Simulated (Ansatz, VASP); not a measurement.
**InAs: VASP beside Ansatz**

Aim: how closely do two programs agree when they are given the same cell, functional and k mesh? The cell is taken from a series of runs on this material, whose earlier steps may have relaxed, scaled, displaced or heated it; both programs get it as it stands.

Calculated with Ansatz 0.2.0; plane waves, with VASP 6.6.1 beside it; zone-centre phonons at LDA.

## 1. Set-up

It takes space group Imm2 (No. 44, orthorhombic). The conventional cell has a = 4.133 Å, b = 4.265 Å, c = 6.123 Å, α = 90.00°, β = 90.00°, γ = 90.00°. Nearest to As lie 4 In at 2.59 to 2.61 Å. Nearest to In lie 4 As at 2.59 to 2.61 Å. Farther neighbours are not listed.

Structure file:

```
As In
1.0
    -0.04664    2.96904    3.06143
     2.96904   -0.04664    3.06143
     2.92241    2.92241    0.00000
As In
1 1
Direct
  0.74731 0.74731 0.75268
  0.00269 0.00269 0.99732
```

## 2. VASP: zone-centre phonons, LDA

Second derivatives magnify differences that forces hide, and they need a tight electronic threshold.

Lines of VASP's logs that name or quote its potential files are left out, and so is its time.

Input file INCAR:

```
SYSTEM = InAs
PREC = Accurate
ENCUT = 500
EDIFF = 1E-08
NELM = 120
ISMEAR = 0
SIGMA = 0.015
LREAL = .FALSE.
ALGO = Normal
GGA = CA
NBANDS = 15
LORBIT = 11
LWAVE = .FALSE.
LCHARG = .FALSE.
ISIF = 2
ISYM = 2
IBRION = 8
LASPH = .TRUE.
GGA_COMPAT = .FALSE.
EFERMI = MIDGAP
KPAR = 2
```

Input file POSCAR:

```
InAs
1.0
   -0.0466385074      2.9690440680      3.0614266209
    2.9690440680     -0.0466385074      3.0614266209
    2.9224055605      2.9224055605      0.0000000000
As In
1 1
Direct
    0.7473058788      0.7473058788      0.7526785462
    0.0026941212      0.0026941212      0.9973214538
```

Input file KPOINTS:

```
Points of the shifted mesh
1728
Reciprocal
 0.0416666667  0.0416666667  0.0416666667 1
 0.0416666667  0.0416666667  0.1250000000 1
 0.0416666667  0.0416666667  0.2083333333 1
 0.0416666667  0.0416666667  0.2916666667 1
 0.0416666667  0.0416666667  0.3750000000 1
 0.0416666667  0.0416666667  0.4583333333 1
 0.0416666667  0.0416666667  0.5416666667 1
 0.0416666667  0.0416666667  0.6250000000 1
 0.0416666667  0.0416666667  0.7083333333 1
 0.0416666667  0.0416666667  0.7916666667 1
 0.0416666667  0.0416666667  0.8750000000 1
 0.0416666667  0.0416666667  0.9583333333 1
 0.0416666667  0.1250000000  0.0416666667 1
 0.0416666667  0.1250000000  0.1250000000 1
 0.0416666667  0.1250000000  0.2083333333 1
 0.0416666667  0.1250000000  0.2916666667 1
 0.0416666667  0.1250000000  0.3750000000 1
 0.0416666667  0.1250000000  0.4583333333 1
 0.0416666667  0.1250000000  0.5416666667 1
 0.0416666667  0.1250000000  0.6250000000 1
 0.0416666667  0.1250000000  0.7083333333 1
 0.0416666667  0.1250000000  0.7916666667 1
 0.0416666667  0.1250000000  0.8750000000 1
 0.0416666667  0.1250000000  0.9583333333 1
 0.0416666667  0.2083333333  0.0416666667 1
 0.0416666667  0.2083333333  0.1250000000 1
 0.0416666667  0.2083333333  0.2083333333 1
 0.0416666667  0.2083333333  0.2916666667 1
 0.0416666667  0.2083333333  0.3750000000 1
 0.0416666667  0.2083333333  0.4583333333 1
 0.0416666667  0.2083333333  0.5416666667 1
 0.0416666667  0.2083333333  0.6250000000 1
 0.0416666667  0.2083333333  0.7083333333 1
 0.0416666667  0.2083333333  0.7916666667 1
 0.0416666667  0.2083333333  0.8750000000 1
 0.0416666667  0.2083333333  0.9583333333 1
 0.0416666667  0.2916666667  0.0416666667 1
 0.0416666667  0.2916666667  0.1250000000 1
 0.0416666667  0.2916666667  0.2083333333 1
 0.0416666667  0.2916666667  0.2916666667 1
 0.0416666667  0.2916666667  0.3750000000 1
 0.0416666667  0.2916666667  0.4583333333 1
 0.0416666667  0.2916666667  0.5416666667 1
 0.0416666667  0.2916666667  0.6250000000 1
 0.0416666667  0.2916666667  0.7083333333 1
 0.0416666667  0.2916666667  0.7916666667 1
 0.0416666667  0.2916666667  0.8750000000 1
 0.0416666667  0.2916666667  0.9583333333 1
 0.0416666667  0.3750000000  0.0416666667 1
 0.0416666667  0.3750000000  0.1250000000 1
 0.0416666667  0.3750000000  0.2083333333 1
 0.0416666667  0.3750000000  0.2916666667 1
 0.0416666667  0.3750000000  0.3750000000 1
 0.0416666667  0.3750000000  0.4583333333 1
 0.0416666667  0.3750000000  0.5416666667 1
 0.0416666667  0.3750000000  0.6250000000 1
 0.0416666667  0.3750000000  0.7083333333 1
 0.0416666667  0.3750000000  0.7916666667 1
 0.0416666667  0.3750000000  0.8750000000 1
 0.0416666667  0.3750000000  0.9583333333 1
 0.0416666667  0.4583333333  0.0416666667 1
 0.0416666667  0.4583333333  0.1250000000 1
 0.0416666667  0.4583333333  0.2083333333 1
 0.0416666667  0.4583333333  0.2916666667 1
 0.0416666667  0.4583333333  0.3750000000 1
 0.0416666667  0.4583333333  0.4583333333 1
 0.0416666667  0.4583333333  0.5416666667 1
 0.0416666667  0.4583333333  0.6250000000 1
 0.0416666667  0.4583333333  0.7083333333 1
 0.0416666667  0.4583333333  0.7916666667 1
 0.0416666667  0.4583333333  0.8750000000 1
 0.0416666667  0.4583333333  0.9583333333 1
 0.0416666667  0.5416666667  0.0416666667 1
 0.0416666667  0.5416666667  0.1250000000 1
 0.0416666667  0.5416666667  0.2083333333 1
 0.0416666667  0.5416666667  0.2916666667 1
 0.0416666667  0.5416666667  0.3750000000 1
 0.0416666667  0.5416666667  0.4583333333 1
 0.0416666667  0.5416666667  0.5416666667 1
 0.0416666667  0.5416666667  0.6250000000 1
 0.0416666667  0.5416666667  0.7083333333 1
 0.0416666667  0.5416666667  0.7916666667 1
 0.0416666667  0.5416666667  0.8750000000 1
 0.0416666667  0.5416666667  0.9583333333 1
 0.0416666667  0.6250000000  0.0416666667 1
 0.0416666667  0.6250000000  0.1250000000 1
 0.0416666667  0.6250000000  0.2083333333 1
 0.0416666667  0.6250000000  0.2916666667 1
 0.0416666667  0.6250000000  0.3750000000 1
 0.0416666667  0.6250000000  0.4583333333 1
 0.0416666667  0.6250000000  0.5416666667 1
 0.0416666667  0.6250000000  0.6250000000 1
 0.0416666667  0.6250000000  0.7083333333 1
 0.0416666667  0.6250000000  0.7916666667 1
 0.0416666667  0.6250000000  0.8750000000 1
 0.0416666667  0.6250000000  0.9583333333 1
 0.0416666667  0.7083333333  0.0416666667 1
 0.0416666667  0.7083333333  0.1250000000 1
 0.0416666667  0.7083333333  0.2083333333 1
 0.0416666667  0.7083333333  0.2916666667 1
 0.0416666667  0.7083333333  0.3750000000 1
 0.0416666667  0.7083333333  0.4583333333 1
 0.0416666667  0.7083333333  0.5416666667 1
 0.0416666667  0.7083333333  0.6250000000 1
 0.0416666667  0.7083333333  0.7083333333 1
 0.0416666667  0.7083333333  0.7916666667 1
 0.0416666667  0.7083333333  0.8750000000 1
 0.0416666667  0.7083333333  0.9583333333 1
 0.0416666667  0.7916666667  0.0416666667 1
 0.0416666667  0.7916666667  0.1250000000 1
 0.0416666667  0.7916666667  0.2083333333 1
 0.0416666667  0.7916666667  0.2916666667 1
[... 1390 lines left out ...]
 0.8750000000  0.4583333333  0.1250000000 1
 0.8750000000  0.4583333333  0.2083333333 1
 0.8750000000  0.4583333333  0.2916666667 1
 0.8750000000  0.4583333333  0.3750000000 1
 0.8750000000  0.4583333333  0.4583333333 1
 0.8750000000  0.4583333333  0.5416666667 1
 0.8750000000  0.4583333333  0.6250000000 1
 0.8750000000  0.4583333333  0.7083333333 1
 0.8750000000  0.4583333333  0.7916666667 1
 0.8750000000  0.4583333333  0.8750000000 1
 0.8750000000  0.4583333333  0.9583333333 1
 0.8750000000  0.5416666667  0.0416666667 1
 0.8750000000  0.5416666667  0.1250000000 1
 0.8750000000  0.5416666667  0.2083333333 1
 0.8750000000  0.5416666667  0.2916666667 1
 0.8750000000  0.5416666667  0.3750000000 1
 0.8750000000  0.5416666667  0.4583333333 1
 0.8750000000  0.5416666667  0.5416666667 1
 0.8750000000  0.5416666667  0.6250000000 1
 0.8750000000  0.5416666667  0.7083333333 1
 0.8750000000  0.5416666667  0.7916666667 1
 0.8750000000  0.5416666667  0.8750000000 1
 0.8750000000  0.5416666667  0.9583333333 1
 0.8750000000  0.6250000000  0.0416666667 1
 0.8750000000  0.6250000000  0.1250000000 1
 0.8750000000  0.6250000000  0.2083333333 1
 0.8750000000  0.6250000000  0.2916666667 1
 0.8750000000  0.6250000000  0.3750000000 1
 0.8750000000  0.6250000000  0.4583333333 1
 0.8750000000  0.6250000000  0.5416666667 1
 0.8750000000  0.6250000000  0.6250000000 1
 0.8750000000  0.6250000000  0.7083333333 1
 0.8750000000  0.6250000000  0.7916666667 1
 0.8750000000  0.6250000000  0.8750000000 1
 0.8750000000  0.6250000000  0.9583333333 1
 0.8750000000  0.7083333333  0.0416666667 1
 0.8750000000  0.7083333333  0.1250000000 1
 0.8750000000  0.7083333333  0.2083333333 1
 0.8750000000  0.7083333333  0.2916666667 1
 0.8750000000  0.7083333333  0.3750000000 1
 0.8750000000  0.7083333333  0.4583333333 1
 0.8750000000  0.7083333333  0.5416666667 1
 0.8750000000  0.7083333333  0.6250000000 1
 0.8750000000  0.7083333333  0.7083333333 1
 0.8750000000  0.7083333333  0.7916666667 1
 0.8750000000  0.7083333333  0.8750000000 1
 0.8750000000  0.7083333333  0.9583333333 1
 0.8750000000  0.7916666667  0.0416666667 1
 0.8750000000  0.7916666667  0.1250000000 1
 0.8750000000  0.7916666667  0.2083333333 1
 0.8750000000  0.7916666667  0.2916666667 1
 0.8750000000  0.7916666667  0.3750000000 1
 0.8750000000  0.7916666667  0.4583333333 1
 0.8750000000  0.7916666667  0.5416666667 1
 0.8750000000  0.7916666667  0.6250000000 1
 0.8750000000  0.7916666667  0.7083333333 1
 0.8750000000  0.7916666667  0.7916666667 1
 0.8750000000  0.7916666667  0.8750000000 1
 0.8750000000  0.7916666667  0.9583333333 1
 0.8750000000  0.8750000000  0.0416666667 1
 0.8750000000  0.8750000000  0.1250000000 1
 0.8750000000  0.8750000000  0.2083333333 1
 0.8750000000  0.8750000000  0.2916666667 1
 0.8750000000  0.8750000000  0.3750000000 1
 0.8750000000  0.8750000000  0.4583333333 1
 0.8750000000  0.8750000000  0.5416666667 1
 0.8750000000  0.8750000000  0.6250000000 1
 0.8750000000  0.8750000000  0.7083333333 1
 0.8750000000  0.8750000000  0.7916666667 1
 0.8750000000  0.8750000000  0.8750000000 1
 0.8750000000  0.8750000000  0.9583333333 1
 0.8750000000  0.9583333333  0.0416666667 1
 0.8750000000  0.9583333333  0.1250000000 1
 0.8750000000  0.9583333333  0.2083333333 1
 0.8750000000  0.9583333333  0.2916666667 1
 0.8750000000  0.9583333333  0.3750000000 1
 0.8750000000  0.9583333333  0.4583333333 1
 0.8750000000  0.9583333333  0.5416666667 1
 0.8750000000  0.9583333333  0.6250000000 1
 0.8750000000  0.9583333333  0.7083333333 1
 0.8750000000  0.9583333333  0.7916666667 1
 0.8750000000  0.9583333333  0.8750000000 1
 0.8750000000  0.9583333333  0.9583333333 1
 0.9583333333  0.0416666667  0.0416666667 1
 0.9583333333  0.0416666667  0.1250000000 1
 0.9583333333  0.0416666667  0.2083333333 1
 0.9583333333  0.0416666667  0.2916666667 1
 0.9583333333  0.0416666667  0.3750000000 1
 0.9583333333  0.0416666667  0.4583333333 1
 0.9583333333  0.0416666667  0.5416666667 1
 0.9583333333  0.0416666667  0.6250000000 1
 0.9583333333  0.0416666667  0.7083333333 1
 0.9583333333  0.0416666667  0.7916666667 1
 0.9583333333  0.0416666667  0.8750000000 1
 0.9583333333  0.0416666667  0.9583333333 1
 0.9583333333  0.1250000000  0.0416666667 1
 0.9583333333  0.1250000000  0.1250000000 1
 0.9583333333  0.1250000000  0.2083333333 1
 0.9583333333  0.1250000000  0.2916666667 1
 0.9583333333  0.1250000000  0.3750000000 1
 0.9583333333  0.1250000000  0.4583333333 1
 0.9583333333  0.1250000000  0.5416666667 1
 0.9583333333  0.1250000000  0.6250000000 1
 0.9583333333  0.1250000000  0.7083333333 1
 0.9583333333  0.1250000000  0.7916666667 1
 0.9583333333  0.1250000000  0.8750000000 1
 0.9583333333  0.1250000000  0.9583333333 1
 0.9583333333  0.2083333333  0.0416666667 1
 0.9583333333  0.2083333333  0.1250000000 1
 0.9583333333  0.2083333333  0.2083333333 1
 0.9583333333  0.2083333333  0.2916666667 1
 0.9583333333  0.2083333333  0.3750000000 1
 0.9583333333  0.2083333333  0.4583333333 1
 0.9583333333  0.2083333333  0.5416666667 1
 0.9583333333  0.2083333333  0.6250000000 1
 0.9583333333  0.2083333333  0.7083333333 1
 0.9583333333  0.2083333333  0.7916666667 1
 0.9583333333  0.2083333333  0.8750000000 1
 0.9583333333  0.2083333333  0.9583333333 1
 0.9583333333  0.2916666667  0.0416666667 1
 0.9583333333  0.2916666667  0.1250000000 1
 0.9583333333  0.2916666667  0.2083333333 1
 0.9583333333  0.2916666667  0.2916666667 1
 0.9583333333  0.2916666667  0.3750000000 1
 0.9583333333  0.2916666667  0.4583333333 1
 0.9583333333  0.2916666667  0.5416666667 1
 0.9583333333  0.2916666667  0.6250000000 1
 0.9583333333  0.2916666667  0.7083333333 1
 0.9583333333  0.2916666667  0.7916666667 1
 0.9583333333  0.2916666667  0.8750000000 1
 0.9583333333  0.2916666667  0.9583333333 1
 0.9583333333  0.3750000000  0.0416666667 1
 0.9583333333  0.3750000000  0.1250000000 1
 0.9583333333  0.3750000000  0.2083333333 1
 0.9583333333  0.3750000000  0.2916666667 1
 0.9583333333  0.3750000000  0.3750000000 1
 0.9583333333  0.3750000000  0.4583333333 1
 0.9583333333  0.3750000000  0.5416666667 1
 0.9583333333  0.3750000000  0.6250000000 1
 0.9583333333  0.3750000000  0.7083333333 1
 0.9583333333  0.3750000000  0.7916666667 1
 0.9583333333  0.3750000000  0.8750000000 1
 0.9583333333  0.3750000000  0.9583333333 1
 0.9583333333  0.4583333333  0.0416666667 1
 0.9583333333  0.4583333333  0.1250000000 1
 0.9583333333  0.4583333333  0.2083333333 1
 0.9583333333  0.4583333333  0.2916666667 1
 0.9583333333  0.4583333333  0.3750000000 1
 0.9583333333  0.4583333333  0.4583333333 1
 0.9583333333  0.4583333333  0.5416666667 1
 0.9583333333  0.4583333333  0.6250000000 1
 0.9583333333  0.4583333333  0.7083333333 1
 0.9583333333  0.4583333333  0.7916666667 1
 0.9583333333  0.4583333333  0.8750000000 1
 0.9583333333  0.4583333333  0.9583333333 1
 0.9583333333  0.5416666667  0.0416666667 1
 0.9583333333  0.5416666667  0.1250000000 1
 0.9583333333  0.5416666667  0.2083333333 1
 0.9583333333  0.5416666667  0.2916666667 1
 0.9583333333  0.5416666667  0.3750000000 1
 0.9583333333  0.5416666667  0.4583333333 1
 0.9583333333  0.5416666667  0.5416666667 1
 0.9583333333  0.5416666667  0.6250000000 1
 0.9583333333  0.5416666667  0.7083333333 1
 0.9583333333  0.5416666667  0.7916666667 1
 0.9583333333  0.5416666667  0.8750000000 1
 0.9583333333  0.5416666667  0.9583333333 1
 0.9583333333  0.6250000000  0.0416666667 1
 0.9583333333  0.6250000000  0.1250000000 1
 0.9583333333  0.6250000000  0.2083333333 1
 0.9583333333  0.6250000000  0.2916666667 1
 0.9583333333  0.6250000000  0.3750000000 1
 0.9583333333  0.6250000000  0.4583333333 1
 0.9583333333  0.6250000000  0.5416666667 1
 0.9583333333  0.6250000000  0.6250000000 1
 0.9583333333  0.6250000000  0.7083333333 1
 0.9583333333  0.6250000000  0.7916666667 1
 0.9583333333  0.6250000000  0.8750000000 1
 0.9583333333  0.6250000000  0.9583333333 1
 0.9583333333  0.7083333333  0.0416666667 1
 0.9583333333  0.7083333333  0.1250000000 1
 0.9583333333  0.7083333333  0.2083333333 1
 0.9583333333  0.7083333333  0.2916666667 1
 0.9583333333  0.7083333333  0.3750000000 1
 0.9583333333  0.7083333333  0.4583333333 1
 0.9583333333  0.7083333333  0.5416666667 1
 0.9583333333  0.7083333333  0.6250000000 1
 0.9583333333  0.7083333333  0.7083333333 1
 0.9583333333  0.7083333333  0.7916666667 1
 0.9583333333  0.7083333333  0.8750000000 1
 0.9583333333  0.7083333333  0.9583333333 1
 0.9583333333  0.7916666667  0.0416666667 1
 0.9583333333  0.7916666667  0.1250000000 1
 0.9583333333  0.7916666667  0.2083333333 1
 0.9583333333  0.7916666667  0.2916666667 1
 0.9583333333  0.7916666667  0.3750000000 1
 0.9583333333  0.7916666667  0.4583333333 1
 0.9583333333  0.7916666667  0.5416666667 1
 0.9583333333  0.7916666667  0.6250000000 1
 0.9583333333  0.7916666667  0.7083333333 1
 0.9583333333  0.7916666667  0.7916666667 1
 0.9583333333  0.7916666667  0.8750000000 1
 0.9583333333  0.7916666667  0.9583333333 1
 0.9583333333  0.8750000000  0.0416666667 1
 0.9583333333  0.8750000000  0.1250000000 1
 0.9583333333  0.8750000000  0.2083333333 1
 0.9583333333  0.8750000000  0.2916666667 1
 0.9583333333  0.8750000000  0.3750000000 1
 0.9583333333  0.8750000000  0.4583333333 1
 0.9583333333  0.8750000000  0.5416666667 1
 0.9583333333  0.8750000000  0.6250000000 1
 0.9583333333  0.8750000000  0.7083333333 1
 0.9583333333  0.8750000000  0.7916666667 1
 0.9583333333  0.8750000000  0.8750000000 1
 0.9583333333  0.8750000000  0.9583333333 1
 0.9583333333  0.9583333333  0.0416666667 1
 0.9583333333  0.9583333333  0.1250000000 1
 0.9583333333  0.9583333333  0.2083333333 1
 0.9583333333  0.9583333333  0.2916666667 1
 0.9583333333  0.9583333333  0.3750000000 1
 0.9583333333  0.9583333333  0.4583333333 1
 0.9583333333  0.9583333333  0.5416666667 1
 0.9583333333  0.9583333333  0.6250000000 1
 0.9583333333  0.9583333333  0.7083333333 1
 0.9583333333  0.9583333333  0.7916666667 1
 0.9583333333  0.9583333333  0.8750000000 1
 0.9583333333  0.9583333333  0.9583333333 1
```

PAW data sets: As and In_d (LDA family, release 64).

On the command line:

```
$ mpirun -np 2 vasp_std
```

Numbers of over 12 decimals in the logs are rounded to 6 here.

Log:

```text
[banner, memory and clock lines left out]
running    2 mpi-ranks, on    1 nodes
[...]
LDA part: xc-table for (Slater(with rela. corr.)+CA(PZ))
 , standard interpolation
 POSCAR, INCAR and KPOINTS ok, starting setup
[...]
entering main loop
       N       E                     dE             d eps       ncg     rms          rms(c)
DAV:   1     0.111827985367E+03    0.11183E+03   -0.82264E+03 52095   0.127E+03
DAV:   2    -0.151820021335E+01   -0.11335E+03   -0.10909E+03 56166   0.302E+02
DAV:   3    -0.913668911891E+01   -0.76185E+01   -0.75722E+01 67128   0.795E+01
DAV:   4    -0.933244891600E+01   -0.19576E+00   -0.19570E+00 63376   0.142E+01
[...]
DAV:  12    -0.901689556835E+01    0.25522E-05   -0.55622E-06 78317   0.322E-02    0.678E-03
DAV:  13    -0.901689562468E+01   -0.56327E-07   -0.75077E-07 65938   0.526E-03    0.106E-03
DAV:  14    -0.901689562046E+01    0.42223E-08   -0.25951E-08 66339   0.191E-03
   1 F= -.90168956E+01 E0= -.90168956E+01  d E =-.251016E-96
 Linear response reoptimize wavefunctions to high precision
DAV:   1    -0.901689562046E+01   -0.70486E-11   -0.51275E-09 59336   0.131E-03
DAV:   2    -0.901689562056E+01   -0.98680E-10   -0.93687E-10 36733   0.227E-04
 Linear response DOF=           4
 Linear response progress:
  Degree of freedom:   1/  4
       N       E                     dE             d eps       ncg     rms          rms(c)
RMM:   1    -0.474539980120E-01   -0.47454E-01    0.64100E-02109766   0.157E+00
RMM:   2    -0.452577633066E-01    0.21962E-02    0.15067E-03 81340   0.590E-01    0.110E-01
RMM:   3    -0.459424342707E-01   -0.68467E-03   -0.19977E-03 95323   0.250E-01    0.472E-02
RMM:   4    -0.461066265800E-01   -0.16419E-03   -0.15505E-04 97420   0.834E-02    0.108E-02
[...]
RMM:  11    -0.461215761641E-01    0.12136E-07   -0.11214E-07111522   0.646E-05    0.296E-05
RMM:  12    -0.461215875359E-01   -0.11372E-07    0.38592E-08105518   0.248E-05    0.435E-06
RMM:  13    -0.461215834277E-01    0.41082E-08   -0.27303E-08108418   0.117E-05    0.181E-06
 first order change of Fermi-energy  -0.67886E+00
 force on displaced ion       1 direction 1 :  -7.953  -0.089  -0.003
 Linear response progress:
  Degree of freedom:   2/  4
       N       E                     dE             d eps       ncg     rms          rms(c)
RMM:   1    -0.477977146511E-01   -0.47798E-01    0.63899E-02108458   0.162E+00
RMM:   2    -0.453394008602E-01    0.24583E-02    0.16706E-03 81236   0.600E-01    0.115E-01
RMM:   3    -0.460769640897E-01   -0.73756E-03   -0.20789E-03 95183   0.257E-01    0.489E-02
RMM:   4    -0.462526285995E-01   -0.17566E-03   -0.16630E-04 97120   0.865E-02    0.110E-02
[...]
RMM:  10    -0.462645666878E-01   -0.77094E-07    0.13430E-07106016   0.182E-04    0.874E-05
RMM:  11    -0.462645635576E-01    0.31303E-08   -0.13581E-07110855   0.727E-05    0.209E-05
RMM:  12    -0.462645729177E-01   -0.93602E-08    0.31210E-08103931   0.279E-05    0.779E-06
 first order change of Fermi-energy  -0.12249E+01
 force on displaced ion       1 direction 3 :  -0.003  -0.003  -8.204
 Linear response progress:
  Degree of freedom:   3/  4
       N       E                     dE             d eps       ncg     rms          rms(c)
RMM:   1    -0.235165418539E+00   -0.23517E+00   -0.80978E-02 70016   0.498E+00
RMM:   2    -0.237703788496E+00   -0.25384E-02   -0.14085E-02 88275   0.107E+00    0.792E-02
RMM:   3    -0.237672279863E+00    0.31509E-04   -0.16349E-03 95943   0.331E-01    0.388E-02
RMM:   4    -0.237489102477E+00    0.18318E-03   -0.14651E-04 97959   0.108E-01    0.203E-02
[...]
RMM:  12    -0.237456035890E+00    0.44991E-07    0.16365E-07110773   0.864E-05    0.147E-05
RMM:  13    -0.237456122388E+00   -0.86497E-07    0.91847E-08103808   0.519E-05    0.175E-05
RMM:  14    -0.237456127484E+00   -0.50966E-08    0.77059E-08113636   0.323E-05    0.310E-05
 first order change of Fermi-energy   0.67885E+00
 force on displaced ion       2 direction 1 :  -7.944  -0.090  -0.002
 Linear response progress:
  Degree of freedom:   4/  4
       N       E                     dE             d eps       ncg     rms          rms(c)
RMM:   1    -0.235484045030E+00   -0.23548E+00   -0.87263E-02 70096   0.493E+00
RMM:   2    -0.237926473299E+00   -0.24424E-02   -0.13732E-02 88259   0.105E+00    0.806E-02
RMM:   3    -0.237902382468E+00    0.24091E-04   -0.15832E-03 95720   0.326E-01    0.405E-02
RMM:   4    -0.237725390452E+00    0.17699E-03   -0.14899E-04 97941   0.109E-01    0.203E-02
[...]
RMM:  12    -0.237704452448E+00    0.52619E-07    0.12702E-07109238   0.813E-05    0.119E-05
RMM:  13    -0.237704543530E+00   -0.91082E-07    0.72566E-08 99746   0.484E-05    0.155E-05
RMM:  14    -0.237704535083E+00    0.84465E-08    0.42853E-08113792   0.295E-05    0.988E-06
 first order change of Fermi-energy   0.12249E+01
 force on displaced ion       2 direction 3 :  -0.002  -0.002  -8.194
 Linear response finished
```

(Continued in part 2 of 2.)

[Lines on the potential files, build, host, timing and source positions are cut from VASP's logs without a mark.]

[Logs are printed without paths, hosts, clocks, repeated set-up lines and the standing remarks that a program may print on its own settings, such as how far it seeks lower states.]

[Hosts, paths, dates, database ids (printed as entryN), source tags and the programs' standing remarks are cut or masked in the printed files.]
